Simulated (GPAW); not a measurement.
Crystal: CuI.

```
I Cu
1.0
     4.09020    0.00000    0.00000
     0.00000    4.09020    0.00000
     0.00000    0.00000    6.55146
I Cu
2 2
Direct
  0.00000 0.50000 0.74303
  0.50000 0.00000 0.25697
  0.00000 0.00000 0.00000
  0.50000 0.50000 0.00000
```

Measurements of this composition are mostly on another form, of space group No. 216.

Base run:

```yaml
Program: GPAW 26.7.0
Functional: PBE
Potentials_or_basis: GPAW PAW data sets (gpaw-data 1.2.1)
Cutoff: 600 eV
Basis: pw
k_mesh: 5 × 5 × 4
Occupations: fermi-dirac, width 0.05 eV
Spin: no spin polarisation
```

Its results: band gap on the k mesh 1.61 eV, direct; pressure 2.0 GPa; largest force 0.300 eV/Å.

Task: The run is repeated on the same cell with these changes: functional from PBE to r2SCAN. What comes out?

Result: Band gap on the k mesh 2.07 eV, direct; pressure 0.9 GPa; largest force 0.169 eV/Å.

r2SCAN gives the wider gap, since meta-GGAs in the generalised Kohn-Sham scheme recover part of the derivative discontinuity.

Caveats: with this Cu data set, volumes or pressures lay over 1.5 % or 2 GPa off other programs in two to four cells of ten; spin-orbit coupling is left out, which moves the levels of the heavy elements; this functional lacks dispersion, which binds the layers, so the pressure and a relaxed spacing across them are unreliable (some runs); the PAW data sets were made with another functional, which shifts forces and pressure a little (some runs).
